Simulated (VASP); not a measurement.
# SiO₂, self-consistent run: which settings are enough?

SiO₂, P4_12_12 (no. 92), 12 atoms in the cell. LDA; PAW potentials Si, O (LDA set). VASP 6.6.1.

Wanted: energy within 0.2 meV/atom; levels at the zone centre within 0.003 eV.

What the run is for: comparing ways to start; Accuracy asked: tight.

Levels at the zone centre: counted from the valence top at that point.

POSCAR:
```
SiO2
1.0
    4.9820000000      0.0000000000      0.0000000000
    0.0000000000      4.9820000000      0.0000000000
    0.0000000000      0.0000000000      6.9630000000
Si O
4 8
Direct
    0.7989700000      0.2010300000      0.7500000000
    0.7010300000      0.7010300000      0.5000000000
    0.2010300000      0.7989700000      0.2500000000
    0.2989700000      0.2989700000      0.0000000000
    0.1034700000      0.2398900000      0.8218700000
    0.2601100000      0.6034700000      0.0718700000
    0.8965300000      0.7601100000      0.3218700000
    0.7398900000      0.3965300000      0.5718700000
    0.6034700000      0.2601100000      0.9281300000
    0.7601100000      0.8965300000      0.6781300000
    0.3965300000      0.7398900000      0.4281300000
    0.2398900000      0.1034700000      0.1781300000
```

## How the run starts (with a second run first, the time holds both)

| How the run starts (with a second run first, the time holds both) | Energy less reference (meV/atom) | Levels at the zone centre, largest deviation (eV) | Time (s) |
|---|---|---|---|
| from scratch: 14 SCF iterations | 0.00 | 0.0000 | 68 |
| density of a coarse mesh (ICHARG 1): 14 + 8 SCF iterations | 0.00 | 0.0002 | 68 |
| orbitals of a lower cutoff (ISTART 1): 14 + 6 SCF iterations | 0.00 | 0.0002 | 61 |
| orbitals of a loose run: 11 + 3 SCF iterations | 0.00 | 0.0001 | 46 |

Chosen: orbitals of a loose run: 11 + 3 SCF iterations, the fastest of those that stay within half of the tolerance.

## All choices together

| Input | Energy less reference (meV/atom) | Levels at the zone centre, largest deviation (eV) | Time (s) |
|---|---|---|---|
| chosen settings | 0.00 | 0.0001 | 46 |
| reference settings throughout | 0.00 | 0.0000 | 68 |

The tolerance is met.

Values of the reference run: Levels at the zone centre: -0.2627, 0, 5.517 eV from the valence top at Gamma.

## The input

INCAR.step1:
```
SYSTEM = SiO2
ALGO = Normal
EDIFF = 0.001
EFERMI = MIDGAP
ENCUT = 520
GGA = CA
GGA_COMPAT = .FALSE.
ISIF = 2
ISMEAR = 0
LASPH = .TRUE.
LCHARG = .TRUE.
LREAL = .FALSE.
LWAVE = .TRUE.
NELM = 120
PREC = Normal
SIGMA = 0.03
```

INCAR.step2:
```
SYSTEM = SiO2
ALGO = Normal
EDIFF = 1E-6
EFERMI = MIDGAP
ENCUT = 520
GGA = CA
GGA_COMPAT = .FALSE.
ISIF = 2
ISMEAR = 0
ISTART = 1
LASPH = .TRUE.
LCHARG = .FALSE.
LREAL = .FALSE.
LWAVE = .FALSE.
NELM = 120
PREC = Accurate
SIGMA = 0.03
```

KPOINTS:
```
k-points
0
Gamma
  5 5 4
```

Commands (each step's output is kept before the next begins):
```
cat potpaw_LDA.64/Si/POTCAR potpaw_LDA.64/O/POTCAR > POTCAR
cp INCAR.step1 INCAR
mpirun -np 1 vasp_std > vasp.out
cp INCAR.step2 INCAR
mpirun -np 1 vasp_std > vasp.out
```

The chosen input took VASP 6.6.1 46 s on 1 core (Intel Xeon 6975P-C (Granite Rapids)), a shared host.

## An input that fails: restart asked without its files

VASP's message: ERROR: charge density could not be read from file CHGCAR for ICHARG>10.

Changes against the starting input:
```
- NELM = 120
+ NELM = 60
+ ICHARG = 11
```
